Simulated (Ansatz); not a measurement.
# Zn4HO4: the cost of one run

Computed with Ansatz 0.2.0 (DFT PBE, scalar-relativistic, plane waves, PAW, unless a step's input says otherwise).

1 further run of the same task is left out (set aside as unsound or not needed).

### Step 1. The system as given

It takes space group P4_2/mnm (No. 136, tetragonal). The conventional cell has a = 5.610 Å, b = 5.610 Å, c = 3.279 Å, α = 90.00°, β = 90.00°, γ = 90.00°. Zn (site symmetry m2m) has 4 O at 1.97 to 2.04 Å as nearest neighbours. O (site symmetry m2m) is surrounded by 4 Zn at 1.97 to 2.04 Å.

Coordinates:

```
Zn O
1.0
     5.60988    0.00000    0.00000
     0.00000    5.60988    0.00000
     0.00000    0.00000    3.27903
Zn O
4 4
Cartesian
  1.0189 1.0189 1.6395
  4.5910 4.5910 1.6395
  3.8238 1.7860 0.0000
  1.7860 3.8238 0.0000
  4.5915 1.0184 1.6395
  1.0184 4.5915 1.6395
  3.8233 3.8233 0.0000
  1.7866 1.7866 0.0000
```

It goes back to an entry of the Materials Project, which need not be the stable form.

This cell was relaxed beforehand with the same method: volume 12.90 Å³/atom, gap on the mesh 0.75 eV.

### Step 2. The scan

Atoms count from 1 in the order of the input.

A guest moved over a lattice plane through the rigid host; the plane is (1 0 0) of the conventional cell, half-way across the widest gap between atomic layers, origin above Zn2.

The axes are (1) place of H9 along a1: 8 values from 0.000 to 0.875, periodic; (2) place of H9 along a2: 8 values from 0.000 to 0.875, periodic.

Nothing else is relaxed (host rigid, guest held in the plane). Points are written as (first, second).

The two vectors of the plane (Å): (0.000, -5.610, 0.000); (0.000, 0.000, -3.279).

### Step 3. Grid point (0/8, 2/8) of the map's two axes

File input.yaml:

```yaml
crystal:
  lattice:
    - [5.6098780345, 0.0, 0.0]
    - [0.0, 5.6098780345, 0.0]
    - [0.0, 0.0, 3.2790255992]
  atoms:
    - { symbol: Zn, position: [0.1816262562, 0.1816262562, 0.5] }
    - { symbol: Zn, position: [0.8183737438, 0.8183737438, 0.5] }
    - { symbol: Zn, position: [0.6816262562, 0.3183737438, 0.0] }
    - { symbol: Zn, position: [0.3183737438, 0.6816262562, 0.0] }
    - { symbol: O, position: [0.8184651117, 0.1815348883, 0.5] }
    - { symbol: O, position: [0.1815348883, 0.8184651117, 0.5] }
    - { symbol: O, position: [0.6815348883, 0.6815348883, 0.0] }
    - { symbol: O, position: [0.3184651117, 0.3184651117, 0.0] }
    - { symbol: H, position: [0.9999176225, 0.8183737438, 0.25] }
basis:
  ecutwfc: 420
kpoints:
  mp_grid: { grid: [4, 4, 8] }
hamiltonian:
  xc: pbe
  pseudopotentials: { kind: paw, azcp: { folder: soft_1 } }
scf:
  occupations: { method: gaussian, width: 0.05 }
output:
  forces: true
  stress: true
  eigenvalues: true
  write_density: true
  write_potential: true
  elf: true
  volumetric_format: npy
```

Launch:

```bash
ansatz run input.yaml --threads 4 --pin off --max-ram 8192MiB --backend cpu --events-out ev --progress --plain --runs-dir out
```

Q: Estimate wall time and peak memory on 4 threads of Arm Neoverse N1, shared host.

About 30 s, with a peak of 0.53 GiB.
